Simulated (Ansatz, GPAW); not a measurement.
This is a calculation of CdS (Hawleyite) for GPAW 26.7.0 (ASE script). 

Contents of run.py:

```python
from ase import Atoms
from ase.dft.bandgap import bandgap
from ase.io import write
from ase.units import GPa
from gpaw import GPAW, PW

atoms = Atoms(['Cd', 'S'],
              cell=[[0.0, 2.9165, 2.9165],
                    [2.9165, 0.0, 2.9165],
                    [2.9165, 2.9165, 0.0]],
              scaled_positions=[[0.0, 0.0, 0.0],
                                [0.75, 0.75, 0.75]],
              pbc=True)

calc = GPAW(mode=PW(600),
            xc='PBE',
            kpts={'size': (8, 8, 8), 'gamma': True},
            occupations={'name': 'methfessel-paxton', 'order': 0, 'width': 0.026000000000000002},
            nbands=18,
            convergence={'density': 1e-05, 'energy': 1e-05},
            maxiter=150,
            txt='gpaw.txt')
atoms.calc = calc
energy = atoms.get_potential_energy()
forces = atoms.get_forces()
stress = atoms.get_stress()
calc.write('gs.gpw')
write('result.traj', atoms)
print(f'Energy: {energy:.6f} eV')
print('Forces (eV/A):')
print(forces.round(4))
print('Stress (GPa):', (stress / GPa).round(3))
print('Fermi level:', round(calc.get_fermi_level(), 4), 'eV')
print(f'Gap: {bandgap(calc)[0]:.4f} eV, direct: {bandgap(calc, direct=True)[0]:.4f} eV')
```

Potentials or basis: GPAW PAW data sets (gpaw-data 1.2.1), pw.

Command:

```sh
$ OMP_NUM_THREADS=1 python run.py
```

**Question.** What does the same run look like in Ansatz 0.2.0? Potentials or basis there: all-electron LAPW, scalar-relativistic.

**Answer.** As run (cutoffs and basis follow the program's own potentials, and thresholds, step limits or extra output files can differ):

Contents of input.yaml:

```yaml
crystal:
  lattice:
    - [0.0, 2.9165, 2.9165]
    - [2.9165, 0.0, 2.9165]
    - [2.9165, 2.9165, 0.0]
  atoms:
    - { symbol: Cd, position: [0.0, 0.0, 0.0] }
    - { symbol: S, position: [0.75, 0.75, 0.75] }
kpoints:
  mp_grid: { grid: [8, 8, 8] }
scf:
  occupations: { method: gaussian, width: 0.026 }
hamiltonian:
  xc: pbe
  pseudopotentials: { kind: all_electron, lapw: { basis_error: 0.001 } }
output:
  forces: true
  stress: true
  eigenvalues: true
```

Potentials or basis: all-electron LAPW, scalar-relativistic.

The run is started by

```sh
$ ansatz run input.yaml --threads 1 --pin off --max-ram 3072MiB --backend cpu --events-out ev --progress --plain --runs-dir out
```

Both were run:

|  | GPAW | Ansatz |
| --- | --- | --- |
| Pressure | 2.6 GPa | 2.9 GPa |

Where Ansatz's input types no cutoff or centring, it takes its own default and a Γ-centred mesh.

Pressure is positive in compression.
